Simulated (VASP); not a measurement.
Set up this calculation in VASP 6.6.1, as the native input.

- Task: relaxation of cell and atoms
- Functional: LDA
- Potentials or basis: VASP PAW LDA potentials, release 64 (Se, W_sv)
- Cutoff: 600 eV
- k mesh: 12 × 12 × 1
- Occupations: gaussian, width 0.03 eV
- Spin: no spin polarisation
- Dipole correction: no
- Further INCAR settings: ALGO = Normal; EDIFF = 1e-07; IBRION = 2; EDIFFG = -0.005; NSW = 40; ISIF = 3

The structure of WSe2 lies in POSCAR:

```
WSe2
1.0
    3.3000000000      0.0000000000      0.0000000000
   -1.6500000000      2.8578838300      0.0000000000
    0.0000000000      0.0000000000     19.3600000000
Se W
2 1
Direct
    0.6666670000      0.3333330000      0.4132231400
    0.6666670000      0.3333330000      0.5867768600
    0.3333330000      0.6666670000      0.5000000000
```

The cell was built by a generator and needn't be a form met in nature.

The input as run:

INCAR

```
PREC     = Accurate       # precision mode
ENCUT    = 600            # plane-wave cutoff, eV
EDIFF    = 1E-7           # SCF threshold, eV
ISMEAR   = 0              # smearing method
SIGMA    = 0.03           # smearing width, eV
LREAL    = F              # projectors in reciprocal space
LASPH    = T              # aspherical terms in the spheres
NELM     = 120            # most SCF steps
ALGO     = Normal         # electronic algorithm
ISIF     = 3              # what is computed and relaxed
LWAVE    = F              # write WAVECAR
LCHARG   = F              # write CHGCAR
GGA      = CA             # functional
IBRION   = 2              # ionic algorithm
NSW      = 40             # ionic steps
EDIFFG   = -0.005         # ionic threshold
LATTICE_CONSTRAINTS= .TRUE. .TRUE. .FALSE.
KPAR     = 2
```

KPOINTS

```
regular mesh
0
Gamma
  12 12 1
```

Potentials or basis: VASP PAW LDA potentials, release 64 (Se, W_sv).

Run with:

```console
$ cat potpaw_LDA.64/Se/POTCAR potpaw_LDA.64/W_sv/POTCAR > POTCAR
$ mpirun -np 2 vasp_std > vasp.out
```

It gave:

- Relaxed volume: 59.11 Å³/atom
- Relaxed cell: a = 3.252 Å, b = 3.252 Å, c = 19.360 Å, α = 90.00°, β = 90.00°, γ = 120.00°
- Space group after relaxing (to 0.05 Å): P-6m2 (No. 187)
- Energy gained by relaxing: 11.5 meV/atom
- Ionic steps: 6
- Band gap on the k mesh: 1.69 eV, indirect (least direct gap 1.74 eV)

Caveat: spin-orbit coupling is left out, which moves the levels of the heavy elements.

It took 2 min on 2 MPI ranks on AMD EPYC 9R45 (Zen 5), with other jobs on the host, peak memory 0.3 GiB a rank.
